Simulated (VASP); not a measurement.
# CdO (Monteponite) (Fm-3m) in VASP: a series of runs

One crystal, CdO (Monteponite), is run at these levels: LDA; tasks: single point.

Everything below comes from runs of VASP 6.6.1. Logs are shortened: lines on timing, memory, paths and dates and some standing lists are left out, and cuts for length are marked.

## Step 1: The structure

It takes space group Fm-3m (No. 225, cubic). Conventional cell: a = 4.699 Å, b = 4.699 Å, c = 4.699 Å, α = 90.00°, β = 90.00°, γ = 90.00°. Cd (site symmetry m-3m) is surrounded by 6 O at 2.35 Å. Around O (site symmetry m-3m) lie 6 Cd at 2.35 Å.

## Step 2: Single point, LDA, spin-orbit coupling, no magnetisation

INCAR reads:

```
ALGO = Normal
EDIFF = 1E-7
ENCUT = 400
GGA_COMPAT = F
ISIF = 2
ISMEAR = 0
LASPH = T
LCHARG = F
LNONCOLLINEAR = T
LORBIT = 11
LREAL = F
LSORBIT = T
LWAVE = F
MAGMOM = 0 0 0 0 0 0
NBANDS = 34
NELM = 100
PREC = Accurate
SIGMA = 0.02
```

KPOINTS reads:

```
k-points
0
Gamma
  8 8 8
```

POSCAR reads:

```
CdO
1.0
    0.0000000000      2.3495000000      2.3495000000
    2.3495000000      0.0000000000      2.3495000000
    2.3495000000      2.3495000000      0.0000000000
Cd O
1 1
Direct
    0.0000000000      0.0000000000      0.0000000000
    0.5000000000      0.5000000000      0.5000000000
```

Potentials or basis: VASP PAW LDA potentials, release 64 (Cd, O).

Started as:

```console
$ cat potpaw_LDA.64/Cd/POTCAR potpaw_LDA.64/O/POTCAR > POTCAR
$ mpirun -np 1 vasp_ncl > vasp.out
```

OUTCAR:

```text
EDIFF = 1E-7
   ENCUT = 400
   ISIF = 2
   ISMEAR = 0
   LASPH = T
   LNONCOLLINEAR = T
   LORBIT = 11
   LREAL = F
   LSORBIT = T
   NELM = 100
   PREC = Accurate

 Found     29 irreducible k-points:

 Following reciprocal coordinates:
            Coordinates               Weight
  0.000000  0.000000  0.000000      1.000000
  0.125000  0.000000  0.000000      8.000000
  0.250000  0.000000  0.000000      8.000000
  0.375000  0.000000  0.000000      8.000000
  0.500000  0.000000  0.000000      4.000000
  0.125000  0.125000  0.000000      6.000000
   k-points           NKPTS =     29   k-points in BZ     NKDIM =     29   number of bands    NBANDS=     34
   number of dos      NEDOS =    301   number of ions     NIONS =      2
   total plane-waves  NPLWV =  13824
   dimension x,y,z NGX =    24 NGY =   24 NGZ =   24
   dimension x,y,z NGXF=    48 NGYF=   48 NGZF=   48
   ions per type =               1   1
   NGX,Y,Z   is equivalent  to a cutoff of  12.01, 12.01, 12.01 a.u.
   NGXF,Y,Z  is equivalent  to a cutoff of  24.02, 24.02, 24.02 a.u.
 SYSTEM =  unknown system
   PREC   = accura    normal or accurate (medium, high low for compatibility)
   ISTART =      0    job   : 0-new  1-cont  2-samecut
   ICHARG =      2    charge: 1-file 2-atom 10-const
   ISPIN  =      1    spin polarized calculation?
   LNONCOLLINEAR =      T non collinear calculations
   LSORBIT =      T    spin-orbit coupling
   LASPH  =      T    aspherical Exc in radial PAW
   ENCUT  =  400.0 eV  29.40 Ry    5.42 a.u.   5.42  5.42  5.42*2*pi/ulx,y,z
   NELM   =    100;   NELMIN=  2; NELMDL= -5     # of ELM steps
   EDIFF  = 0.1E-06   stopping-criterion for ELM
   LREAL  =      F    real-space projection
   EDIFFG = 0.1E-05   stopping-criterion for IOM
   NSW    =      0    number of steps for IOM
   IBRION =     -1    ionic relax: 0-MD 1-quasi-New 2-CG
   NFREE  =      0    steps in history (QN), initial steepest desc. (CG)
   ISIF   =      2    stress and relaxation
   ISYM   =      2    0-nonsym 1-usesym 2-fastsym
   POTIM  = 0.5000    time-step for ionic-motion
   TEBEG  =    0.0;   TEEND  =   0.0 temperature during run
   PSTRESS=    0.0 pullay stress
   NELECT =      18.0000    total number of electrons
   NUPDOWN=      -1.0000    fix difference up-down
   EMIN   =  10.00;   EMAX   =-10.00  energy-range for DOS
   EFERMI =   0.00;   METHOD = LEGACY
   ISMEAR =     0;   SIGMA  =   0.02  broadening in eV -4-tet -1-fermi 0-gaus
   EFERMI_NEDOS =   21; number of points for ismear=-14 and -15
   IALGO  =     38    algorithm
   IMIX   =      4    mixing-type and parameters
     AMIX     =   0.40;   BMIX     =  1.00
     AMIX_MAG =   1.60;   BMIX_MAG =  1.00
  volume/ion in A,a.u.               =      12.97        87.52
  Fermi-wavevector in a.u.,A,eV,Ry     =   1.449373  2.738918 28.581522  2.100683
  Thomas-Fermi vector in A             =   2.567107
   LORBIT       =     11    0 simple, 1 ext, 2 COOP (PROOUT), +10 PAW based schemes
   GGA     = CA    functional components
   LHFCALC =     F    Hartree Fock is set to
   AEXX    =    0.0000 exact exchange contribution
   IVDW    =     0    specifies the selected vdW correction
   LEPSILON=     F    determine dielectric tensor
   LRPA    =     F    only Hartree local field effects (RPA)
 Gauss-broadening in eV      SIGMA  =   0.02
  energy-cutoff  :      400.00
  volume of cell :       25.94
 maximum number of plane-waves:       978
 NGX is ok and might be reduce to    24
   NGX = 11   NGY = 11   NGZ = 11

 number of electron      18.0000000 magnetization       0.0000000      0.0000000      0.0000000

 number of electron      17.9999986 magnetization       0.0000000     -0.0000000      0.0000000

 number of electron      17.9999986 magnetization      -0.0000000      0.0000000     -0.0000000

 Free energy of the ion-electron system (eV)
  ---------------------------------------------------
  ext. energy  EPLUGINS =         0.00000000
  ---------------------------------------------------
  free energy    TOTEN  =        -9.37160242 eV

  energy without entropy =       -9.37153162  energy(sigma->0) =       -9.37156702

 E-fermi :   1.8093     XC(G=0): -12.1975

 val. band max:        1.7997487459   @ k =   0.5000   0.0000   0.0000
 cond. band min:       2.6505931201   @ k =   0.1250   0.0000   0.0000
 fundamental gap:      0.8508443742
 Fermi energy:         1.8093307757

 k-point     1 :       0.0000    0.0000    0.0000
  band No.  band energies     occupation
      1     -15.3472      1.00000
      2     -15.3472      1.00000
      3      -5.2078      1.00000
      4      -5.2078      1.00000
      5      -5.2078      1.00000
      6      -5.2078      1.00000
[... 22 lines left out ...]
     29      18.9105      0.00000
     30      18.9105      0.00000

 k-point     2 :       0.1250    0.0000    0.0000
  band No.  band energies     occupation
      1     -15.2376      1.00000
      2     -15.2376      1.00000
      3      -5.2469      1.00000
      4      -5.2469      1.00000
      5      -5.2290      1.00000
      6      -5.2290      1.00000
[... 22 lines left out ...]
     29      20.0823      0.00000
     30      20.0823      0.00000

 k-point     3 :       0.2500    0.0000    0.0000
  band No.  band energies     occupation
      1     -14.9495      1.00000
      2     -14.9495      1.00000
      3      -5.4175      1.00000
      4      -5.4175      1.00000
      5      -5.4109      1.00000
      6      -5.4109      1.00000
[... 22 lines left out ...]
     29      21.1303      0.00000
     30      21.1303      0.00000

 k-point     4 :       0.3750    0.0000    0.0000
  band No.  band energies     occupation
      1     -14.6354      1.00000
      2     -14.6354      1.00000
      3      -5.7788      1.00000
      4      -5.7788      1.00000
      5      -5.6330      1.00000
      6      -5.6330      1.00000
[... 22 lines left out ...]
     29      22.4989      0.00000
     30      22.4989      0.00000

 k-point     5 :       0.5000    0.0000    0.0000
  band No.  band energies     occupation
      1     -14.4948      1.00000
      2     -14.4948      1.00000
      3      -5.9806      1.00000
      4      -5.9806      1.00000
      5      -5.7242      1.00000
      6      -5.7242      1.00000
[... 22 lines left out ...]
     29      22.8724      0.00000
     30      22.8724      0.00000

 k-point     6 :       0.1250    0.1250    0.0000
  band No.  band energies     occupation
      1     -15.2068      1.00000
      2     -15.2068      1.00000
      3      -5.2637      1.00000
      4      -5.2637      1.00000
      5      -5.2257      1.00000
      6      -5.2257      1.00000
[... 22 lines left out ...]
     29      20.9401      0.00000
     30      20.9401      0.00000

 [... further k-points ...]

 [bands above 30 left out]

------------------------ aborting loop because EDIFF is reached ----------------------------------------

  FORCE on cell =-STRESS in cart. coord.  units (eV):
  Direction    XX          YY          ZZ          XY          YZ          ZX
  --------------------------------------------------------------------------------------
  -------------------------------------------------------------------------------------
  Total       -1.4500345     -1.4500345     -1.4500345     -0.0000000      0.0000000     -0.0000000
  in kB      -89.5638154    -89.5638154    -89.5638154     -0.0000000      0.0000000     -0.0000000
  external PRESSURE =     -89.5638154 kB  Pullay stress =       0.0000000 kB

 VOLUME and BASIS-vectors are now :
 -----------------------------------------------------------------------------
  energy-cutoff  :      400.00
  volume of cell :       25.94
      direct lattice vectors                 reciprocal lattice vectors
     0.000000000  2.349500000  2.349500000    -0.212811236  0.212811236  0.212811236
     2.349500000  0.000000000  2.349500000     0.212811236 -0.212811236  0.212811236
     2.349500000  2.349500000  0.000000000     0.212811236  0.212811236 -0.212811236

 POSITION                                       TOTAL-FORCE (eV/Angst)
 -----------------------------------------------------------------------------------
      0.00000      0.00000      0.00000        -0.000000     -0.000000     -0.000000
      2.34950      2.34950      2.34950         0.000000      0.000000      0.000000
 -----------------------------------------------------------------------------------
    total drift:                               -0.000000     -0.000000     -0.000000

  FREE ENERGIE OF THE ION-ELECTRON SYSTEM (eV)
  ---------------------------------------------------
  free  energy   TOTEN  =        -9.3716024197 eV

  energy  without entropy=       -9.3715316206  energy(sigma->0) =       -9.37156702

 Spin-Orbit-Coupling matrix elements

 Ion:    1  E_soc:     -0.0527470
 l=   1
     0.0000000    -0.0018135    -0.0018135
    -0.0018135     0.0000000    -0.0018135
    -0.0018135    -0.0018135     0.0000000
 l=   2
     0.0000000    -0.0014299     0.0000000    -0.0014299    -0.0055478
    -0.0014299     0.0000000    -0.0041609    -0.0014299    -0.0013870
     0.0000000    -0.0041609     0.0000000    -0.0041609     0.0000000
    -0.0014299    -0.0014299    -0.0041609     0.0000000    -0.0013870
    -0.0055478    -0.0013870     0.0000000    -0.0013870     0.0000000
 l=   3
     0.0000000     0.0000000     0.0000000     0.0000000     0.0000000     0.0000000     0.0000000
     0.0000000     0.0000000     0.0000000     0.0000000     0.0000000     0.0000000     0.0000000
     0.0000000     0.0000000     0.0000000     0.0000000     0.0000000     0.0000000     0.0000000
     0.0000000     0.0000000     0.0000000     0.0000000     0.0000000     0.0000000     0.0000000
     0.0000000     0.0000000     0.0000000     0.0000000     0.0000000     0.0000000     0.0000000
     0.0000000     0.0000000     0.0000000     0.0000000     0.0000000     0.0000000     0.0000000
     0.0000000     0.0000000     0.0000000     0.0000000     0.0000000     0.0000000     0.0000000

 Ion:    2  E_soc:     -0.0003622
 l=   1
     0.0000000    -0.0000604    -0.0000604
    -0.0000604     0.0000000    -0.0000604
    -0.0000604    -0.0000604     0.0000000
 l=   2
     0.0000000     0.0000000     0.0000000     0.0000000     0.0000000
     0.0000000     0.0000000     0.0000000     0.0000000     0.0000000
     0.0000000     0.0000000     0.0000000     0.0000000     0.0000000
     0.0000000     0.0000000     0.0000000     0.0000000     0.0000000
     0.0000000     0.0000000     0.0000000     0.0000000     0.0000000
 l=   3
     0.0000000     0.0000000     0.0000000     0.0000000     0.0000000     0.0000000     0.0000000
     0.0000000     0.0000000     0.0000000     0.0000000     0.0000000     0.0000000     0.0000000
     0.0000000     0.0000000     0.0000000     0.0000000     0.0000000     0.0000000     0.0000000
     0.0000000     0.0000000     0.0000000     0.0000000     0.0000000     0.0000000     0.0000000
     0.0000000     0.0000000     0.0000000     0.0000000     0.0000000     0.0000000     0.0000000
     0.0000000     0.0000000     0.0000000     0.0000000     0.0000000     0.0000000     0.0000000
     0.0000000     0.0000000     0.0000000     0.0000000     0.0000000     0.0000000     0.0000000

 total charge

# of ion       s       p       d       tot
------------------------------------------
    1        0.347   0.264   9.637  10.248
    2        1.586   3.346   0.000   4.932
--------------------------------------------------
tot          1.933   3.610   9.637  15.180

 magnetization (x)

# of ion       s       p       d       tot
------------------------------------------
    1        0.000   0.000   0.000   0.000
    2        0.000   0.000   0.000   0.000
--------------------------------------------------
tot          0.000   0.000   0.000   0.000

 magnetization (y)

# of ion       s       p       d       tot
------------------------------------------
    1       -0.000  -0.000   0.000  -0.000
    2       -0.000   0.000   0.000  -0.000
--------------------------------------------------
tot         -0.000  -0.000   0.000  -0.000

 magnetization (z)

# of ion       s       p       d       tot
------------------------------------------
    1       -0.000  -0.000   0.000  -0.000
    2       -0.000  -0.000   0.000  -0.000
--------------------------------------------------
tot         -0.000  -0.000   0.000  -0.000
```

Wall time 20 s (1 thread of Intel Xeon Platinum 8488C (Sapphire Rapids), shared host); peak memory 0.18 GiB.

These settings aren't checked as converged: the numbers below hold their error.

Results:

```
Free energy                                           : -9.3716 eV
Valence electrons inside the program's atomic spheres : Cd 10.25; O 4.93
```

Caveat: the cutoff is under 1.25 times the usual one of these potentials, so pressure, stress and relaxed cells hold a basis-set (Pulay) error.

## Step 3: Single point, LDA, spin-orbit coupling, no magnetisation

INCAR: that of step 2 with these lines changed.

```diff
@@ -2,3 +2,3 @@
 EDIFF = 1E-7
-ENCUT = 400
+ENCUT = 650
 GGA_COMPAT = F
```

KPOINTS reads:

```
k-points
0
Gamma
  7 7 7
```

POSCAR is that of step 2.

Potentials or basis: VASP PAW LDA potentials, release 64 (Cd, O).

Started as:

```console
$ cat potpaw_LDA.64/Cd/POTCAR potpaw_LDA.64/O/POTCAR > POTCAR
$ mpirun -np 1 vasp_ncl > vasp.out
```

OUTCAR:

```text
EDIFF = 1E-7
   ENCUT = 650
   ISIF = 2
   ISMEAR = 0
   LASPH = T
   LNONCOLLINEAR = T
   LORBIT = 11
   LREAL = F
   LSORBIT = T
   NELM = 100
   PREC = Accurate

 Found     20 irreducible k-points:

 Following reciprocal coordinates:
            Coordinates               Weight
  0.000000  0.000000  0.000000      1.000000
  0.142857  0.000000  0.000000      8.000000
  0.285714  0.000000  0.000000      8.000000
  0.428571  0.000000  0.000000      8.000000
  0.142857  0.142857  0.000000      6.000000
  0.285714  0.142857  0.000000     24.000000
   k-points           NKPTS =     20   k-points in BZ     NKDIM =     20   number of bands    NBANDS=     34
   number of dos      NEDOS =    301   number of ions     NIONS =      2
   total plane-waves  NPLWV =  21952
   dimension x,y,z NGX =    28 NGY =   28 NGZ =   28
   dimension x,y,z NGXF=    56 NGYF=   56 NGZF=   56
   ions per type =               1   1
   NGX,Y,Z   is equivalent  to a cutoff of  14.01, 14.01, 14.01 a.u.
   NGXF,Y,Z  is equivalent  to a cutoff of  28.02, 28.02, 28.02 a.u.
 SYSTEM =  unknown system
   PREC   = accura    normal or accurate (medium, high low for compatibility)
   ISTART =      0    job   : 0-new  1-cont  2-samecut
   ICHARG =      2    charge: 1-file 2-atom 10-const
   ISPIN  =      1    spin polarized calculation?
   LNONCOLLINEAR =      T non collinear calculations
   LSORBIT =      T    spin-orbit coupling
   LASPH  =      T    aspherical Exc in radial PAW
   ENCUT  =  650.0 eV  47.77 Ry    6.91 a.u.   6.91  6.91  6.91*2*pi/ulx,y,z
   NELM   =    100;   NELMIN=  2; NELMDL= -5     # of ELM steps
   EDIFF  = 0.1E-06   stopping-criterion for ELM
   LREAL  =      F    real-space projection
   EDIFFG = 0.1E-05   stopping-criterion for IOM
   NSW    =      0    number of steps for IOM
   IBRION =     -1    ionic relax: 0-MD 1-quasi-New 2-CG
   NFREE  =      0    steps in history (QN), initial steepest desc. (CG)
   ISIF   =      2    stress and relaxation
   ISYM   =      2    0-nonsym 1-usesym 2-fastsym
   POTIM  = 0.5000    time-step for ionic-motion
   TEBEG  =    0.0;   TEEND  =   0.0 temperature during run
   PSTRESS=    0.0 pullay stress
   NELECT =      18.0000    total number of electrons
   NUPDOWN=      -1.0000    fix difference up-down
[... 271 lines left out ...]
 -----------------------------------------------------------------------------------
    total drift:                                0.000000      0.000000      0.000000

  FREE ENERGIE OF THE ION-ELECTRON SYSTEM (eV)
  ---------------------------------------------------
  free  energy   TOTEN  =        -9.3610929136 eV

  energy  without entropy=       -9.3609549808  energy(sigma->0) =       -9.36102395

 Spin-Orbit-Coupling matrix elements

 Ion:    1  E_soc:     -0.0529073
 l=   1
     0.0000000    -0.0018146    -0.0018146
    -0.0018146     0.0000000    -0.0018146
    -0.0018146    -0.0018146     0.0000000
 l=   2
     0.0000000    -0.0014335     0.0000000    -0.0014335    -0.0055698
    -0.0014335     0.0000000    -0.0041773    -0.0014335    -0.0013924
     0.0000000    -0.0041773     0.0000000    -0.0041773     0.0000000
    -0.0014335    -0.0014335    -0.0041773     0.0000000    -0.0013924
    -0.0055698    -0.0013924     0.0000000    -0.0013924     0.0000000
 l=   3
     0.0000000     0.0000000     0.0000000     0.0000000     0.0000000     0.0000000     0.0000000
     0.0000000     0.0000000     0.0000000     0.0000000     0.0000000     0.0000000     0.0000000
     0.0000000     0.0000000     0.0000000     0.0000000     0.0000000     0.0000000     0.0000000
     0.0000000     0.0000000     0.0000000     0.0000000     0.0000000     0.0000000     0.0000000
     0.0000000     0.0000000     0.0000000     0.0000000     0.0000000     0.0000000     0.0000000
     0.0000000     0.0000000     0.0000000     0.0000000     0.0000000     0.0000000     0.0000000
     0.0000000     0.0000000     0.0000000     0.0000000     0.0000000     0.0000000     0.0000000

 Ion:    2  E_soc:     -0.0003536
 l=   1
     0.0000000    -0.0000589    -0.0000589
    -0.0000589     0.0000000    -0.0000589
    -0.0000589    -0.0000589     0.0000000
 l=   2
     0.0000000     0.0000000     0.0000000     0.0000000     0.0000000
     0.0000000     0.0000000     0.0000000     0.0000000     0.0000000
     0.0000000     0.0000000     0.0000000     0.0000000     0.0000000
     0.0000000     0.0000000     0.0000000     0.0000000     0.0000000
     0.0000000     0.0000000     0.0000000     0.0000000     0.0000000
 l=   3
     0.0000000     0.0000000     0.0000000     0.0000000     0.0000000     0.0000000     0.0000000
     0.0000000     0.0000000     0.0000000     0.0000000     0.0000000     0.0000000     0.0000000
     0.0000000     0.0000000     0.0000000     0.0000000     0.0000000     0.0000000     0.0000000
     0.0000000     0.0000000     0.0000000     0.0000000     0.0000000     0.0000000     0.0000000
     0.0000000     0.0000000     0.0000000     0.0000000     0.0000000     0.0000000     0.0000000
     0.0000000     0.0000000     0.0000000     0.0000000     0.0000000     0.0000000     0.0000000
     0.0000000     0.0000000     0.0000000     0.0000000     0.0000000     0.0000000     0.0000000

 total charge

# of ion       s       p       d       tot
------------------------------------------
    1        0.347   0.264   9.643  10.254
    2        1.559   3.335   0.000   4.894
--------------------------------------------------
tot          1.906   3.599   9.643  15.148

 magnetization (x)

# of ion       s       p       d       tot
------------------------------------------
    1       -0.000   0.000  -0.000  -0.000
    2        0.000   0.000   0.000   0.000
--------------------------------------------------
tot         -0.000   0.000  -0.000  -0.000

 magnetization (y)

# of ion       s       p       d       tot
------------------------------------------
    1        0.000   0.000  -0.000   0.000
    2        0.000  -0.000   0.000  -0.000
--------------------------------------------------
tot          0.000  -0.000  -0.000   0.000

 magnetization (z)

# of ion       s       p       d       tot
------------------------------------------
    1        0.000  -0.000  -0.000   0.000
    2        0.000  -0.000   0.000  -0.000
--------------------------------------------------
tot          0.000  -0.000  -0.000   0.000
```

stdout:

```text
POSCAR found type information on POSCAR CdO
 POSCAR found :  2 types and       2 ions
 scaLAPACK will be used
 LDA part: xc-table for (Slater(with rela. corr.)+CA(PZ))
 , standard interpolation
 POSCAR, INCAR and KPOINTS ok, starting setup
 FFT: planning ... GRIDC
 FFT: planning ... GRID_SOFT
 FFT: planning ... GRID
 WAVECAR not read
 entering main loop
```

Wall time 30 s (1 thread of Intel Xeon Platinum 8488C (Sapphire Rapids), shared host); peak memory 0.21 GiB.

These settings aren't checked as converged: the numbers below hold their error.

Results:

* Free energy: -9.3611 eV
* Pressure: -4.6 GPa
* Valence electrons inside the program's atomic spheres: Cd 10.25; O 4.89
